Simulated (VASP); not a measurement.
**Ge in VASP 6.6.1, single-point calculation**

INCAR

```
PREC = Accurate
LASPH = .TRUE.
GGA = PE
ISMEAR = -1
IBRION = -1
NELECT = 27
NSW = 0
SIGMA = 0.02
ENCUT = 350
NELM = 76
LCHARG = .FALSE.
NBANDS = 21
LWAVE = .FALSE.
ALGO = Conjugate
LREAL = .FALSE.
ISIF = 2
EDIFF = 1E-7
```

KPOINTS

```
KPOINTS created by Atomic Simulation Environment
0
Gamma
8 8 8
0 0 0
```

POSCAR

```
Ge
 1.0000000000000000
     0.0000000000000000    2.8368735120999999    2.7517673067000001
     2.8368735120999999    0.0000000000000000    2.7517673067000001
     2.8368735120999999    2.8368735120999999    0.0000000000000000
 Ge
   2
Cartesian
  0.0000000000000000  0.0000000000000000  0.0000000000000000
  1.4184367560500000  1.4184367560500000  1.3758836533500001
```

The recommended PBE PAW datasets give the neutral cell 28 valence electrons.

Command

```
mpirun -np 1 vasp_std
```

Task: Predict the outcome of this run.

Result: It converged. Results: pressure -25.8 GPa.

OSZICAR

```
N       E                     dE             d eps       ncg     rms           ort
DAV:   1     0.155462753044E+03    0.15546E+03   -0.10981E+04  1239   0.315E+03
DAV:   2     0.104389451840E+02   -0.14502E+03   -0.14150E+03  1239   0.514E+02
DAV:   3    -0.119794923678E+02   -0.22418E+02   -0.22326E+02  1239   0.126E+02
DAV:   4    -0.126433410900E+02   -0.66385E+00   -0.66364E+00  1239   0.259E+01
DAV:   5    -0.126532383509E+02   -0.98973E-02   -0.98971E-02  1239   0.335E+00
SDA:   6    -0.128248438474E+02   -0.17161E+00   -0.98971E-02  1239   0.282E+00   0.000E+00
CGA:   7    -0.128631608549E+02   -0.38317E-01   -0.38380E-01  1239   0.503E-01  -0.208E-03
CGA:   8    -0.128817481845E+02   -0.18587E-01   -0.18497E-01  1239   0.111E-01   0.570E-03
CGA:   9    -0.128863486163E+02   -0.46004E-02   -0.45800E-02  1239   0.497E-02   0.883E-04
CGA:  10    -0.128874010633E+02   -0.10524E-02   -0.10523E-02  1239   0.894E-03  -0.122E-04
CGA:  11    -0.128876437647E+02   -0.24270E-03   -0.24232E-03  1239   0.109E-03   0.886E-05
CGA:  12    -0.128876781049E+02   -0.34340E-04   -0.34032E-04  1239   0.228E-04   0.400E-05
CGA:  13    -0.128876847343E+02   -0.66294E-05   -0.66253E-05  1239   0.660E-05   0.975E-07
CGA:  14    -0.128876865184E+02   -0.17841E-05   -0.17621E-05  1239   0.109E-05   0.106E-05
CGA:  15    -0.128876868872E+02   -0.36881E-06   -0.36055E-06  1239   0.360E-06   0.221E-06
SDA:  16    -0.128876870061E+02   -0.11897E-06   -0.27213E-06  1239   0.589E-06  -0.407E-06
SDA:  17    -0.128876870900E+02   -0.83856E-07   -0.10273E-06  1239   0.719E-07   0.161E-06
   1 F= -.12887687E+02 E0= -.12887340E+02  d E =-.693660E-03
```

The cell is charged and sits in a uniform background.

For comparison, a separate PBE run of the intended cell, on usual settings and not on those above, gives a gap of 0.07 eV on its mesh and a pressure of 5.3 GPa.
